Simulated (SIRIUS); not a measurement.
Input of a SIRIUS 7.12.0 run:

The input sirius.json:

```json
{
  "control": {
    "processing_unit": "cpu",
    "verbosity": 2,
    "num_bands_to_print": 13,
    "print_forces": true,
    "print_stress": true
  },
  "parameters": {
    "electronic_structure_method": "pseudopotential",
    "xc_functionals": ["XC_GGA_X_PBE_SOL", "XC_GGA_C_PBE_SOL"],
    "gk_cutoff": 8.4,
    "pw_cutoff": 16.8,
    "ngridk": [11, 11, 11],
    "shiftk": [0, 0, 0],
    "smearing": "fermi_dirac",
    "smearing_width": 0.0018374661,
    "num_bands": 13,
    "num_mag_dims": 0,
    "num_dft_iter": 100,
    "energy_tol": 1e-08,
    "density_tol": 1e-06
  },
  "iterative_solver": {
    "type": "davidson",
    "min_tolerance": 1e-10
  },
  "mixer": {
    "type": "anderson",
    "beta": 0.7,
    "max_history": 8
  },
  "settings": {
    "tol_ne": 1e-10,
    "pseudo_grid_cutoff": 6.5
  },
  "unit_cell": {
    "lattice_vectors": [
      [-3.104799235773, 2.979674799883, 4.595982120715],
      [3.1331999297, -3.083649420986, 4.682964324505],
      [3.121806770894, 3.100655066381, -4.664303279025]
    ],
    "atom_coordinate_units": "lattice",
    "atom_types": ["In"],
    "atom_files": {
      "In": "In.json"
    },
    "atoms": {
      "In": [
        [-0.008528, 0.003147, -2.8e-05]
      ]
    }
  }
}
```

Potentials or basis: PseudoDojo 0.4.1 PBEsol standard (scalar relativistic).

Run with:

```bash
$ upf_to_json In.upf
$ OMP_NUM_THREADS=1 sirius.scf --input=sirius.json --output=out.json --task=0
```

(1) Predict the band gap on the k mesh.

(2) Predict the pressure.

## Answers

(1) none (metal or under the smearing width).

(2) -0.9 GPa.
